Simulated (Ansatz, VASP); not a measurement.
# Nb in VASP and in Ansatz

```
CELL_PARAMETERS angstrom
0.00000 2.11500 2.11500
2.11500 0.00000 2.11500
2.11500 2.11500 0.00000
ATOMIC_POSITIONS crystal
Nb 0.00000 0.00000 0.00000
```

Alike in both runs: task electric field gradients; functional PBE; k mesh 13 × 13 × 13; occupations fermi-dirac, width 0.08 eV; no spin polarisation.

```csv
,VASP,Ansatz
version,VASP 6.6.1,Ansatz 0.2.0
potentials or method,"VASP PAW PBE potentials, release 64 (Nb_sv)","PAW with Ansatz's default frozen-core files, scalar-relativistic"
plane-wave cutoff (eV),520,420
valence electrons in the cell,13,13
```

```tsv
	VASP	Ansatz	Ansatz less VASP
pressure (GPa)	-1.4	-1.1	+0.31
Vzz of the field gradient on the site that differs most (V/Å²)	0.0	0.0	0.00
```

Ansatz warned: «gradients_without_spin_orbit».
